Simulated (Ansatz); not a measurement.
# SnTe (Fm-3m) in Ansatz: notebook

The runs below take SnTe through single point, equation of state, with PBEsol+D3(BJ).

Everything below comes from runs of Ansatz 0.2.0. Logs are shortened: lines on timing, memory, paths and dates and some standing lists are left out, and cuts for length are marked.

### 1 Starting point

Symmetry: Fm-3m, No. 225, cubic system. Conventional cell: a = 6.302 Å, b = 6.302 Å, c = 6.302 Å, α = 90.00°, β = 90.00°, γ = 90.00°. Around Te (site symmetry m-3m) lie 6 Sn at 3.15 Å. Sn (site symmetry m-3m) has 6 Te at 3.15 Å as nearest neighbours.

### 2 Single point, PBEsol+D3(BJ), 29.40 Å³/atom (volume scaled by 0.94)

Contents of input.yaml:

```yaml
crystal:
  lattice:
    - [0.0, 3.0865288906, 3.0865288906]
    - [3.0865288906, 0.0, 3.0865288906]
    - [3.0865288906, 3.0865288906, 0.0]
  atoms:
    - { symbol: Te, position: [0.5, 0.5, 0.5] }
    - { symbol: Sn, position: [0.0, 0.0, 0.0] }
hamiltonian:
  xc: pbesol
  pseudopotentials: { kind: paw }
  dispersion: d3bj
kpoints:
  mp_grid: { grid: [7, 7, 7] }
scf:
  occupations: { method: fermi_dirac, width: 0.05 }
output:
  forces: true
  stress: true
  eigenvalues: true
  write_density: true
  write_potential: true
  elf: true
  volumetric_format: npy
```

Potentials or basis: Ansatz PAW.

The run is started by

```
$ ansatz run input.yaml --threads 2 --pin off --max-ram 5120MiB --backend cpu --events-out ev --progress --plain --runs-dir out
```

Standard output:

```text
Warning: RAYON_NUM_THREADS=2 ignored (pool sized by the plan → 2); use --threads N
Engine: ansatz 0.2.0, aarch64-unknown-linux-gnu
Pseudopotentials: kind: paw
Pseudopotential: Te, paw, valence charge 16, recommended cutoff 420 eV (normal), Te.paw.azcp
Pseudopotential: Sn, paw, valence charge 14, recommended cutoff 420 eV (normal), Sn.paw.azcp
Functional definition: PBEsol
  exchange = pbesol_x
  correlation = pbesol_c
Crystal: 2 atoms, lattice volume = 58.809 Å³
Basis set: ecut = 420 eV, 1139 PW (Γ), exchange–correlation on 60×60×60 points (8 copies of the dense FFT grid, shifted against one another)
Bands: 19, of which v1, the nominal top of the filled ones, is band 15 counted from 1 (14 counted from 0)
Symmetry: 48 space group operations
Space group: Fm-3m (ITA 225), of the structure as read, at distance tolerance 3.9e-5 Å
k-points: 20 of 343
Non-local potential: Te, projectors of the file, l = 0: 2, l = 1: 2, l = 2: 2, l = 3: 2
Non-local potential: Sn, projectors of the file, l = 0: 2, l = 1: 2, l = 2: 2, l = 3: 2
PAW form: soft (Blöchl's): semilocal exchange-correlation on the pseudo side does not see the compensation charge
PAW frozen core: Te, regenerated for the run's functional, and the local potential with it (the file was generated under x = pbe(κ = 0.804, μ = 0.2195149727645171), c = pbe(β = 0.06672455060314922))
PAW frozen core: Sn, regenerated for the run's functional, and the local potential with it (the file was generated under x = pbe(κ = 0.804, μ = 0.2195149727645171), c = pbe(β = 0.06672455060314922))
PAW one-centre angular grid: Te, 590 points (default); XC on 64 Gauss nodes
PAW one-centre angular grid: Sn, 590 points (default); XC on 64 Gauss nodes
Initial density: superposition of atomic densities (neutral atoms: chi_scale 0, normalization atom), corrected by the library's trained network
Initial wavefunctions: pseudopotential atomic-orbital guess
Functional: x = pbesol(κ = 0.804, μ = 0.12345679012345678), c = pbesol(β = 0.046)
SCF iter   1: F=—  HF=-12852.657751 eV  |F-HF|=—  |Δ(HF+E_count)|=         —  Δρ=2.38e-3  dr2=2.68e-3  ethr=1.77e-3  ⟨swp⟩=6.0  Hψ=1974  notcnv=0
preconditioner: auto → none  [insulator: Δε(μ)=0.619 eV  Ē_g=16.997 eV  σ=0.050 eV  W_gap=1.00  n_scr=14 (ndim 8)  ℏωp=21.7 eV  f_vac=0.004  D(μ)=0.01/eV (n_scr^D=0)  ε∞_Penn≈2.6]
SCF iter   2: F=—  HF=-12852.654975 eV  |F-HF|=—  |Δ(HF+E_count)|=   2.78e-3  Δρ=9.77e-4  dr2=4.53e-4  ethr=8.95e-6  ⟨swp⟩=2.0  Hψ=771  notcnv=0
SCF iter   3: F=—  HF=-12852.654937 eV  |F-HF|=—  |Δ(HF+E_count)|=   3.80e-5  Δρ=2.29e-4  dr2=2.65e-5  ethr=1.51e-6  ⟨swp⟩=2.0  Hψ=680  notcnv=0
SCF iter   4: F=—  HF=-12852.654924 eV  |F-HF|=—  |Δ(HF+E_count)|=   1.30e-5  Δρ=8.81e-5  dr2=3.68e-6  ethr=8.82e-8  ⟨swp⟩=2.0  Hψ=680  notcnv=0
SCF iter   5: F=—  HF=-12852.654925 eV  |F-HF|=—  |Δ(HF+E_count)|=   9.56e-7  Δρ=2.23e-5  dr2=2.19e-7  ethr=1.23e-8  ⟨swp⟩=1.8  Hψ=400  notcnv=0
SCF iter   6: F=-12852.654925 eV  HF=-12852.654925 eV  |F-HF|=1.09e-9  |Δ(HF+E_count)|=   6.81e-8  Δρ=2.84e-6  dr2=2.87e-9  ethr=3.33e-10  ⟨swp⟩=10.3  Hψ=2653  notcnv=0
SCF 1 converged in 6 iterations: F = -12852.654925 eV  dr2 = 2.87e-9
SCF converged after 6 iterations
Free energy (F): -12852.654925 eV
Harris-Foulkes:  -12852.654925 eV  (|F-HF|=1.09e-9)
Internal energy: -12852.654816 eV  (E = F + TS)
E sigma→0 (E₀):  -12852.654871 eV
Entropy (-TS):   -0.000109 eV (-0.055 meV/atom)
Fermi energy:    10.542514 eV
--- Per-component energies (eV) ---
  E_band       = -332.205964
  E_kinetic    = 368.475498
  E_local      = -2060.328361  (includes V_loc(G=0)·N_el)
  E_nonlocal   = -338.657329
  E_hartree    = 1315.844357
  E_xc         = -504.352628
  E_vxc        = -203.038507  (∫ρ·V_xc dr)
  E_paw        = -8647.012949  (= ΣΔE_a)
  E_vpaw       = -730.346671  (= ΣTr[D̂ρ^β])
  E_aug_tail   = -0.000170  (compensation charges beyond the density's cutoff)
  E_ewald      = -2986.455707
  E_disp       = -0.827183  (pairwise vdW)
  E_core_change = 0.659655  (= ΣΔE_core)
  E_smearing   = -0.000109  (= −TS)
  E_closure    = -0.000000  (closes the sum)
  Σ components = -12852.654925   (vs F -12852.654925, Δ=0.00e0)
--- Forces (eV/Å), atoms counted from 1 ---
  atom   1  Te     0.00000000    -0.00000000    -0.00000000
  atom   2  Sn    -0.00000000     0.00000000     0.00000000
  max |Σ_I F_I| component: 2.34e-29 eV/Å
--- Stress (GPa, compression-positive) ---
        0.569810       0.000000      -0.000000
        0.000000       0.569810       0.000000
       -0.000000       0.000000       0.569810
  P = ⅓ Tr σ = 0.5698 GPa (5.698 kbar)
--- Band table (eV; the first three rows and the last of 20) ---
  k-point 0: bands = ["-26.7007", "-26.7007", "-26.6946", "-26.6946", "-26.6946", "-11.3489", "-11.3489", "-11.3385", "-11.3385", "-11.3385", "-2.8082", "6.0355", "8.1910", "8.1910", "8.1910", "13.9621", "13.9621", "13.9621", "15.1286"]
  k-point 1: bands = ["-26.7006", "-26.7006", "-26.6945", "-26.6944", "-26.6944", "-11.3503", "-11.3503", "-11.3382", "-11.3370", "-11.3370", "-2.6205", "4.9456", "8.2210", "8.2210", "8.9583", "13.0467", "13.0467", "13.1038", "15.0530"]
  k-point 2: bands = ["-26.7005", "-26.7005", "-26.6943", "-26.6940", "-26.6940", "-11.3539", "-11.3539", "-11.3375", "-11.3333", "-11.3333", "-2.1007", "3.2696", "8.3366", "8.3366", "9.7556", "11.7345", "11.7345", "11.8786", "15.8026"]
  k-point 19: bands = ["-26.7009", "-26.7001", "-26.6942", "-26.6937", "-26.6930", "-11.3668", "-11.3505", "-11.3360", "-11.3321", "-11.3250", "-0.9377", "2.7522", "5.1218", "5.9155", "9.2260", "11.7079", "14.6279", "15.6195", "15.9072"]
```

Wall time 0.88 s (2 threads of Arm Neoverse V2, shared host); peak memory 0.32 GiB.

Results:

```yaml
Free_energy: -12852.6549 eV
Pressure: 0.6 GPa
```

Caveat: this odd mesh misses L, where the gap lies, so gap, dielectric constants and Born charges aren't listed; the PAW data sets come from PBE, with cores solved anew for the run's functional, which leaves a small shift of forces and pressure.

### 3 Single point, PBEsol+D3(BJ), 30.03 Å³/atom (volume scaled by 0.96)

Contents of input.yaml:

```yaml
crystal:
  lattice:
    - [0.0, 3.1082657258, 3.1082657258]
    - [3.1082657258, 0.0, 3.1082657258]
    - [3.1082657258, 3.1082657258, 0.0]
  atoms:
    - { symbol: Te, position: [0.5, 0.5, 0.5] }
    - { symbol: Sn, position: [0.0, 0.0, 0.0] }
hamiltonian:
  xc: pbesol
  pseudopotentials: { kind: paw }
  dispersion: d3bj
kpoints:
  mp_grid: { grid: [7, 7, 7] }
scf:
  occupations: { method: fermi_dirac, width: 0.05 }
output:
  forces: true
  stress: true
  eigenvalues: true
```

Potentials or basis: Ansatz PAW.

The run is started by

```
$ ansatz run input.yaml --threads 2 --pin off --max-ram 5120MiB --backend cpu --events-out ev --progress --plain --runs-dir out
```

Run time: 0.72 s. Hardware: 2 threads of Arm Neoverse V2, shared host; peak memory 0.32 GiB.

It converged, with:

| Property | Result |
| --- | --- |
| Free energy | -12852.6550 eV |
| Pressure | -0.5 GPa |

Caveat: this odd mesh misses L, where the gap lies, so gap, dielectric constants and Born charges aren't listed; the PAW data sets come from PBE, with cores solved anew for the run's functional, which leaves a small shift of forces and pressure.

### 4 Single point, PBEsol+D3(BJ), 30.66 Å³/atom (volume scaled by 0.98)

input.yaml: that of step 3 with these lines changed.

```diff
@@ -2,5 +2,5 @@
   lattice:
-    - [0.0, 3.1082657258, 3.1082657258]
-    - [3.1082657258, 0.0, 3.1082657258]
-    - [3.1082657258, 3.1082657258, 0.0]
+    - [0.0, 3.1297027185, 3.1297027185]
+    - [3.1297027185, 0.0, 3.1297027185]
+    - [3.1297027185, 3.1297027185, 0.0]
   atoms:
@@ -20 +20,5 @@
   eigenvalues: true
+  write_density: true
+  write_potential: true
+  elf: true
+  volumetric_format: npy
```

The run is started by

```
$ ansatz run input.yaml --threads 2 --pin off --max-ram 5120MiB --backend cpu --events-out ev --progress --plain --runs-dir out
```

Wall time 1 s (2 threads of Arm Neoverse V2, shared host); peak memory 0.33 GiB.

The run converged. Its results:

```yaml
Free_energy: -12852.6470 eV
Pressure: -1.5 GPa
```

Caveat: this odd mesh misses L, where the gap lies, so gap, dielectric constants and Born charges aren't listed; the PAW data sets come from PBE, with cores solved anew for the run's functional, which leaves a small shift of forces and pressure.

### 5 Single point, PBEsol+D3(BJ), 31.28 Å³/atom

Contents of input.yaml:

```yaml
crystal:
  lattice:
    - [0.0, 3.15085, 3.15085]
    - [3.15085, 0.0, 3.15085]
    - [3.15085, 3.15085, 0.0]
  atoms:
    - { symbol: Te, position: [0.5, 0.5, 0.5] }
    - { symbol: Sn, position: [0.0, 0.0, 0.0] }
hamiltonian:
  xc: pbesol
  pseudopotentials: { kind: paw }
  dispersion: d3bj
kpoints:
  mp_grid: { grid: [7, 7, 7] }
scf:
  occupations: { method: fermi_dirac, width: 0.05 }
output:
  forces: true
  stress: true
  eigenvalues: true
```

The run is started by

```
$ ansatz run input.yaml --threads 2 --pin off --max-ram 5120MiB --backend cpu --events-out ev --progress --plain --runs-dir out
```

Run time: 0.8 s. Hardware: 2 threads of Arm Neoverse V2, shared host; peak memory 0.32 GiB.

The run converged. Its results:

* Free energy: -12852.6318 eV
* Pressure: -2.4 GPa

Caveat: this odd mesh misses L, where the gap lies, so gap, dielectric constants and Born charges aren't listed; the PAW data sets come from PBE, with cores solved anew for the run's functional, which leaves a small shift of forces and pressure.

### 6 Single point, PBEsol+D3(BJ), 31.91 Å³/atom (volume scaled by 1.02)

input.yaml: that of step 5 with these lines changed.

```diff
@@ -2,5 +2,5 @@
   lattice:
-    - [0.0, 3.15085, 3.15085]
-    - [3.15085, 0.0, 3.15085]
-    - [3.15085, 3.15085, 0.0]
+    - [0.0, 3.1717171644, 3.1717171644]
+    - [3.1717171644, 0.0, 3.1717171644]
+    - [3.1717171644, 3.1717171644, 0.0]
   atoms:
```

Potentials or basis: Ansatz PAW.

The run is started by

```
$ ansatz run input.yaml --threads 2 --pin off --max-ram 5120MiB --backend cpu --events-out ev --progress --plain --runs-dir out
```

Run time: 0.79 s. Hardware: 2 threads of Arm Neoverse V2, shared host; peak memory 0.32 GiB.

Results (log left out):

```yaml
Free_energy: -12852.6102 eV
Pressure: -3.1 GPa
```

Caveat: this odd mesh misses L, where the gap lies, so gap, dielectric constants and Born charges aren't listed; the PAW data sets come from PBE, with cores solved anew for the run's functional, which leaves a small shift of forces and pressure.

### 7 Single point, PBEsol+D3(BJ), 32.53 Å³/atom (volume scaled by 1.04)

input.yaml: that of step 6 with these lines changed.

```diff
@@ -2,5 +2,5 @@
   lattice:
-    - [0.0, 3.1717171644, 3.1717171644]
-    - [3.1717171644, 0.0, 3.1717171644]
-    - [3.1717171644, 3.1717171644, 0.0]
+    - [0.0, 3.1923133075, 3.1923133075]
+    - [3.1923133075, 0.0, 3.1923133075]
+    - [3.1923133075, 3.1923133075, 0.0]
   atoms:
```

The run is started by

```
$ ansatz run input.yaml --threads 2 --pin off --max-ram 5120MiB --backend cpu --events-out ev --progress --plain --runs-dir out
```

It took 0.78 s on 2 threads of Arm Neoverse V2, shared host; peak memory 0.33 GiB.

The run converged. Its results:

```yaml
Free_energy: -12852.5831 eV
Pressure: -3.8 GPa
```

Caveat: this odd mesh misses L, where the gap lies, so gap, dielectric constants and Born charges aren't listed; the PAW data sets come from PBE, with cores solved anew for the run's functional, which leaves a small shift of forces and pressure.

### 8 Single point, PBEsol+D3(BJ), 33.16 Å³/atom (volume scaled by 1.06)

input.yaml: that of step 7 with these lines changed.

```diff
@@ -2,5 +2,5 @@
   lattice:
-    - [0.0, 3.1923133075, 3.1923133075]
-    - [3.1923133075, 0.0, 3.1923133075]
-    - [3.1923133075, 3.1923133075, 0.0]
+    - [0.0, 3.2126470615, 3.2126470615]
+    - [3.2126470615, 0.0, 3.2126470615]
+    - [3.2126470615, 3.2126470615, 0.0]
   atoms:
```

The run is started by

```
$ ansatz run input.yaml --threads 2 --pin off --max-ram 5120MiB --backend cpu --events-out ev --progress --plain --runs-dir out
```

It took 0.78 s on 2 threads of Arm Neoverse V2, shared host; peak memory 0.33 GiB.

Results (log left out):

- Free energy: -12852.5512 eV
- Pressure: -4.3 GPa

Caveat: this odd mesh misses L, where the gap lies, so gap, dielectric constants and Born charges aren't listed; the PAW data sets come from PBE, with cores solved anew for the run's functional, which leaves a small shift of forces and pressure.

### 9 Equation of state, PBEsol+D3(BJ)

Potentials or basis: Ansatz PAW.

No new run: the results of the series are fitted here.

What came out:

- Equilibrium volume: 29.72 Å³/atom
- Bulk modulus: 53 GPa
- Pressure derivative of the bulk modulus: 5.0 (rough: it moves with the points fitted)

Energy against volume, from the lowest point:
| volume (Å³/atom) | energy (meV/atom) |
| --- | --- |
| 29.404 | 0.03 |
| 30.030 | 0.00 |
| 30.656 | 3.99 |
| 31.281 | 11.59 |
| 31.907 | 22.37 |
| 32.532 | 35.96 |
| 33.158 | 51.92 |

Caveat: this odd mesh misses L, where the gap lies, so gap, dielectric constants and Born charges aren't listed. Spin-orbit coupling is left out, which matters for the levels of Te.
